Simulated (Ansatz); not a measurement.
# Cd and the effect of the functional

The cell as given:

Symmetry: Im-3m, No. 229, cubic system. Conventional cell: a = 3.569 Å, b = 3.569 Å, c = 3.569 Å, α = 90.00°, β = 90.00°, γ = 90.00°. Cd (site symmetry m-3m) has 8 Cd at 3.09 Å as nearest neighbours.

This isn't the form of Cd at room conditions, which is hcp.

Kept alike: task relaxation of cell and atoms; k mesh 10 × 10 × 10; occupations fermi-dirac, width 0.05 eV; no spin polarisation. Program: Ansatz, Ansatz PAW. Cutoffs run from 420 to 500 eV. The mesh is that of the run's cell of 1 atom. No spin-orbit coupling.

```csv
functional,volume (Å³/atom)
LDA,20.223
PBEsol,21.248
r2SCAN,21.980
```

The relaxations keep at least the cell's symmetry (Im-3m). For a metal such a mesh leaves the last digits unconverged. Relaxations stop with a little pressure left, so the last digits of a volume or edge aren't settled. Runs of this series that gave no sound value for these columns are left out. Ansatz's relaxations hold a Pulay term in the stress (up to 0.1 GPa here). All rows use potentials made for PBE.

The volume runs from 20.223 (LDA) to 21.980 Å³/atom (r2SCAN).
